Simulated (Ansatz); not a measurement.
SiNi: do energies and stresses tell the same story?

All numbers below come from DFT PBE, scalar-relativistic, plane waves, PAW in Ansatz 0.2.0.

Plane waves to 420 eV, a k mesh through Γ of 8×8×8 on the computed 8-atom cell and Gaussian smearing (0.10 eV); no spin polarisation.

Relaxed cell: P2_13, a = 4.519 Å, b = 4.519 Å, c = 4.519 Å, α = 90.00°, β = 90.00°, γ = 90.00°, 8 atoms in the primitive cell. This form isn't the usual stable structure of the compound.

Energies at zero smearing and pressures from the stress tensor, at volumes with shape and atoms relaxed:
```
V (Å³/atom) E − E(first) (meV/atom) P (GPa)
     10.149                     0.00    31.21
     10.495                   -56.40    21.29
     10.841                   -93.13    12.95
     11.187                  -113.27     5.94
     11.533                  -119.49     0.01
     11.878                  -113.98    -4.93
     12.224                   -98.69    -9.06
     12.686                   -65.96   -13.39
```

Problem. Check P = −dE/dV between neighbouring volumes, and get the bulk modulus from the pressures alone.

Solution. With 1 eV/Å³ = 160.2 GPa:
```json
{"middle V (Å³/atom)": "10.322", "−ΔE/ΔV (GPa)": "26.119", "mean P (GPa)": "26.251"}
{"middle V (Å³/atom)": "10.668", "−ΔE/ΔV (GPa)": "17.009", "mean P (GPa)": "17.121"}
{"middle V (Å³/atom)": "11.014", "−ΔE/ΔV (GPa)": "9.324", "mean P (GPa)": "9.446"}
{"middle V (Å³/atom)": "11.360", "−ΔE/ΔV (GPa)": "2.881", "mean P (GPa)": "2.979"}
{"middle V (Å³/atom)": "11.706", "−ΔE/ΔV (GPa)": "-2.548", "mean P (GPa)": "-2.458"}
{"middle V (Å³/atom)": "12.051", "−ΔE/ΔV (GPa)": "-7.081", "mean P (GPa)": "-6.995"}
{"middle V (Å³/atom)": "12.455", "−ΔE/ΔV (GPa)": "-11.370", "mean P (GPa)": "-11.227"}
```

The two differ by 0.14 GPa at most. The mean of two end pressures misses the average over a step by about ΔV² P″/12, up to 0.14 GPa here; with that taken off 0.04 GPa remains, from the smearing term (the stress is the derivative of the free energy), the finite cutoff, the mesh or the relaxation's tolerance. Around V = 11.533 Å³/atom, the two neighbours give B = −V ΔP/ΔV = 11.533 × 10.87 / 0.692 = 181.2 GPa, against B0 = 179.4 GPa from the Birch–Murnaghan fit of the energies.

A ferromagnetic start lost its moments in a first run, so spin was left out; other magnetic orders weren't tried.

Cost: 9 runs of about 14 core-minutes in all, on Arm Neoverse V1 (shared hosts).